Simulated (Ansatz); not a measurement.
**ZnS films: biaxial stress and wafer bow**

Plane-wave DFT in Ansatz, PBE, scalar-relativistic PAW potentials, cutoff 420 eV, no spin-orbit coupling; no spin polarisation. ZnS in space group F-43m, strained equally along a and b of the conventional cell, with c and the atoms relaxed within the symmetry (a film with c along the normal). Stress is the in-plane mean, tension positive.

```tsv
strain (%)	stress (GPa)	E − E(0) (meV/atom)
-3.0	-2.93	10.8
-2.0	-1.91	4.8
-1.0	-0.94	1.2
+0.0	-0.05	0.0
+1.0	?	1.0
+2.0	1.65	4.2
+3.0	2.41	9.3
```

Fit the stress, get the biaxial modulus and predict the missing row.

A parabola through the given rows is σ = -0.04 + 0.890 ε -0.0246 ε² GPa (ε in %), so M = dσ/dε = 89 GPa at zero. It predicts 0.83 GPa at +1.0 %; the run gave 0.84 GPa. The miss is 0.01 GPa, so the fit holds. The negative square term means that the film is stiffer in compression than in tension. The energies check it: E/V = Mε² at small strain, and a cubic fit with V = 20.15 Å³/atom gives M = 89 GPa, in agreement.

How much does a 20 nm film at +0.5 % strain bow a 300 mm Si(001) wafer 775 μm thick?

The fit, without its small constant, gives σ = 0.44 GPa. Stoney's formula, κ = 6σt_f/(M_s t_s²) with M_s = 180.5 GPa for Si(001) (literature), gives |κ| = 0.49×10⁻³ m⁻¹ and a bow κr²/2 = 5.5 μm at r = 150 mm, with the film side concave (tension pulls the edges up). This assumes a single-crystal or fully textured, unrelaxed film at 0 K.

Cost: about 5 core-minutes for the runs cited, on Arm Neoverse V1 (shared hosts).

ZnS responds almost linearly to in-plane strain, but compression costs more than tension: each compressed state lies higher in energy than its stretched counterpart, 10.8 against 9.3 meV/atom at the largest strain. This is ordinary bond anharmonicity, since short-range repulsion steepens as the Zn–S bonds shorten, while the restoring force weakens as they lengthen.

The biaxial modulus of 89 GPa is in line with the known elastic constants of zinc blende ZnS and about half the 180.5 GPa of silicon. Both are tetrahedral networks, but the bonds in ZnS are more polar and less directional, so they resist changes in bond angle less. Much of the in-plane strain can therefore be taken up by bond bending, helped by the free contraction or expansion along the normal.

The bow follows from the film force, the product of stress and thickness, so the softness of ZnS directly limits it. The strain behind the 5.5 μm is an input, however, and in a real film it would also depend on the thermal mismatch with silicon built up on cooling from growth.
